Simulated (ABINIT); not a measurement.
MgO: single point with PBEsol

**The experiment to reproduce.**

“Electronic structure of alkaline earth and post-transition metal oxides”, 2009, arxiv:0908.1581 quotes, for a bulk crystal of MgO: band gap 7.83 eV.

Crystal: MgO.

```
Mg O
1.0
     0.00000    2.09700    2.09700
     2.09700    0.00000    2.09700
     2.09700    2.09700    0.00000
Mg O
1 1
Direct
  0.00000 0.00000 0.00000
  0.50000 0.50000 0.50000
```

The cell is a database's computed one.

```yaml
Program: ABINIT 10.8.3 (patched build)
Task: single point
Functional: PBEsol
Potentials_or_basis: PseudoDojo NC SR PBEsol v0.4.1 standard
Cutoff: 1034 eV
k_mesh: 8 × 8 × 8
Occupations: fermi-dirac, width 0.05 eV
Spin: no spin polarisation
```

- Pressure: 0.9 GPa
- Band gap on the k mesh: 4.79 eV, direct
- Valence electrons inside the program's atomic spheres: Mg 8.41; O 6.30

Levels at points of the mesh, in eV from the valence-band top:
```
           k point  band 6  band 7  band 8  band 9  band 10  band 11
(0.00, 0.00, 0.00)    0.00    0.00    0.00    4.79    15.86    15.86
(0.50, 0.00, 0.00)   -4.71   -0.66   -0.66    7.86    12.65    16.34
(0.50, 0.50, 0.00)   -4.15   -1.37   -1.37    9.04    10.04    13.10
```

It took 14 s on 1 thread of Arm Neoverse V1 (shared host), peak memory 0.06 GiB.

A measured gap of MgO is 7.83 eV (quoted in “Electronic structure of alkaline earth and post-transition metal oxides”, 2009, arxiv:0908.1581); the calculated 4.79 eV misses it by -3.04 eV. The value is that of PBEsol, without temperature or zero-point motion. Semilocal functionals fall short of measured gaps as a rule. The cell is a database's relaxed one, not the measured one, which moves gaps too.
